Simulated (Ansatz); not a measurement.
# Ca: the cost of one run

Method: DFT PBE, scalar-relativistic, plane waves, PAW, in Ansatz 0.2.0.

### 1 The system as given

It takes space group C2/m (No. 12, monoclinic). Conventional cell: a = 14.683 Å, b = 3.943 Å, c = 29.506 Å, α = 90.00°, β = 90.00°, γ = 90.00°. Ca (site symmetry m) is surrounded by 8 Ca at 3.93 to 3.98 Å. Ca (site symmetry m) is surrounded by 9 Ca at 3.93 to 3.98 Å. Ca (site symmetry m) has 12 Ca at 3.93 to 3.98 Å as nearest neighbours.

Structure file:

```cif
data_structure
_symmetry_space_group_name_H-M 'P 1'
_symmetry_Int_Tables_number 1
_cell_length_a 3.9426
_cell_length_b 7.6016
_cell_length_c 29.5061
_cell_angle_alpha 90.000
_cell_angle_beta 90.000
_cell_angle_gamma 105.030
_cell_volume 854.03
loop_
_atom_site_label
_atom_site_type_symbol
_atom_site_fract_x
_atom_site_fract_y
_atom_site_fract_z
_atom_site_occupancy
Ca1 Ca 0.72300 0.44600 0.33891 1
Ca2 Ca 0.45614 0.91227 0.35500 1
Ca3 Ca 0.11604 0.23208 0.44094 1
Ca4 Ca 0.84918 0.69836 0.45703 1
Ca5 Ca 0.50909 0.01817 0.54297 1
Ca6 Ca 0.24222 0.48445 0.55906 1
Ca7 Ca 0.90213 0.80426 0.64500 1
Ca8 Ca 0.63527 0.27054 0.66109 1
```

Slab cut from the bulk at the bulk's listed lattice constants, lower half held.

### 2 Relaxing the atoms

input.yaml reads:

```yaml
crystal:
  lattice:
    - [3.94255199, 0.0, 0.0]
    - [-1.971276, 7.34151818, 0.0]
    - [0.0, 0.0, 29.5061092427]
  atoms:
    - { symbol: Ca, position: [0.72299768, 0.44599536, 0.3389128644] }
    - { symbol: Ca, position: [0.45613576, 0.91227152, 0.3549982017] }
    - { symbol: Ca, position: [0.11604216, 0.23208432, 0.4409425059] }
    - { symbol: Ca, position: [0.84918024, 0.69836048, 0.4570278432] }
    - { symbol: Ca, position: [0.50908664, 0.01817328, 0.5429721568] }
    - { symbol: Ca, position: [0.24222472, 0.48444944, 0.5590574941] }
    - { symbol: Ca, position: [0.90213112, 0.80426224, 0.6450017983] }
    - { symbol: Ca, position: [0.6352692, 0.27053839, 0.6610871356] }
basis:
  ecutwfc: 420.0
  fft_grid_basis: typed
kpoints:
  mp_grid: { grid: [7, 4, 1] }
hamiltonian:
  xc: pbe
  pseudopotentials: { kind: paw }
scf:
  occupations: { method: gaussian, width: 0.1 }
output:
  forces: true
  eigenvalues: true
efield:
  axis: 3
  dipole_correction: true
  ramp_width: 0.04
relax:
  adjacent_minimum: "off"
  f_tol: 0.04
  max_steps: 40
  constraints: [{ sites: [0, 1, 2, 3] }]
```

On the command line:

```console
> ansatz run input.yaml --threads 1 --pin off --max-ram 2211MiB --backend cpu --events-out ev --progress --plain --runs-dir out
```

What time and memory should one allow on 1 thread of Arm Neoverse N1, shared host?

About 5.9 min, with a peak of 0.91 GiB.
